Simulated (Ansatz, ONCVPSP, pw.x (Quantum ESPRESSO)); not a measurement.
# pw.x on fcc Ta: one setting changed

Potential: optimised norm-conserving Vanderbilt (ONCV), ONCVPSP 4.0.1.1 (patched build), PBE; core [Kr] 4d10 4f14, reference 5s2 5p6 5d3.5 6s1.5; waves: 5s+6s: rc 1.65 bohr, ncon 4, nbas 8, qcut 5.6 1/bohr, 2 projectors; 5p: rc 1.55 bohr, ncon 4, nbas 8, qcut 8.8 1/bohr, 1 projector; 5d: rc 3.10 bohr, ncon 5, nbas 10, qcut 6.1 1/bohr, 2 projectors, debl 3.5 Ha; local part: polynomial inside 1.40 bohr (lpopt 5, dvloc0 0 Ha); core correction: none.

The reference run (k-mesh 13³, cutoffs 135/540 Ry, Fermi–Dirac 0.01 Ry, mixing_beta 0.4, conv_thr 1e-9, no spin) gives -3.15 GPa at 18.931 Å³/atom, where all-electron LAPW gives -0.85 GPa. This run, with its own iteration cap, changes smearing to gauss.

```
&control
  calculation='scf', prefix='x', pseudo_dir='./', outdir='./tmp', tstress=.true., disk_io='none'
/
&system
  ibrav=0, nat=1, ntyp=1, ecutwfc=135, ecutrho=540, nbnd=14,
  occupations='smearing', smearing='gauss', degauss=0.01
/
&electrons
  conv_thr=1e-09, mixing_beta=0.4, electron_maxstep=50
/
ATOMIC_SPECIES
Ta 1.0 Ta.UPF
CELL_PARAMETERS angstrom
  0.00000000 2.11534489 2.11534489
  2.11534489 0.00000000 2.11534489
  2.11534489 2.11534489 0.00000000
ATOMIC_POSITIONS crystal
Ta 0.0000 0.0000 0.0000
K_POINTS automatic
13 13 13 0 0 0
```

```bash
pw.x < Ta.scf.in > Ta.scf.out
```

Task: How does the run end?

Result: It converges in 7 iterations; the free energy moves by +29.7 meV/atom and the pressure by -0.26 GPa. Gaussian smearing of the same width is narrower in effect than Fermi–Dirac, so its quadratic term in F is smaller.

```
Message from routine setup:
     using ibrav=0 with symmetry is DISCOURAGED, use correct ibrav instead
     lattice parameter (alat)  =       5.6532  a.u.
     unit-cell volume          =     127.7527 (a.u.)^3
     number of electrons       =        13.00
     number of Kohn-Sham states=           14
     kinetic-energy cutoff     =     135.0000  Ry
     charge density cutoff     =     540.0000  Ry
     scf convergence threshold =      1.0E-09
     Exchange-correlation= PBE
     number of k points=    84  Gaussian smearing, width (Ry)=  0.0100
     iteration #  1     ecut=   135.00 Ry     beta= 0.40
     total energy              =    -116.46308223 Ry
     estimated scf accuracy    <       0.05730705 Ry
     iteration #  2     ecut=   135.00 Ry     beta= 0.40
     total energy              =    -116.46185184 Ry
     estimated scf accuracy    <       0.01083930 Ry
     iteration #  3     ecut=   135.00 Ry     beta= 0.40
     total energy              =    -116.46312071 Ry
     estimated scf accuracy    <       0.00044620 Ry
     iteration #  4     ecut=   135.00 Ry     beta= 0.40
     total energy              =    -116.46314901 Ry
     estimated scf accuracy    <       0.00001261 Ry
     iteration #  5     ecut=   135.00 Ry     beta= 0.40
     total energy              =    -116.46315258 Ry
     estimated scf accuracy    <       0.00000054 Ry
     iteration #  6     ecut=   135.00 Ry     beta= 0.40
     total energy              =    -116.46315267 Ry
     estimated scf accuracy    <       0.00000001 Ry
     iteration #  7     ecut=   135.00 Ry     beta= 0.40
     the Fermi energy is    17.8224 ev
!    total energy              =    -116.46315267 Ry
     estimated scf accuracy    <          2.4E-10 Ry
     smearing contrib. (-TS)   =      -0.00065806 Ry
     The total energy is F=E-TS. E is the sum of the following terms:
     one-electron contribution =     -20.94187204 Ry
     hartree contribution      =      14.89162030 Ry
     xc contribution           =     -13.49458026 Ry
     ewald contribution        =     -96.91766260 Ry
     convergence has been achieved in   7 iterations
          total   stress  (Ry/bohr**3)                   (kbar)     P=      -34.06
     Message from routine punch:
     Nothing written, as per user request (disk_io='none')
```

The run took about 1.9 min on one core of a shared host (Neoverse-N1, 64 threads, 124 GiB, load 54).
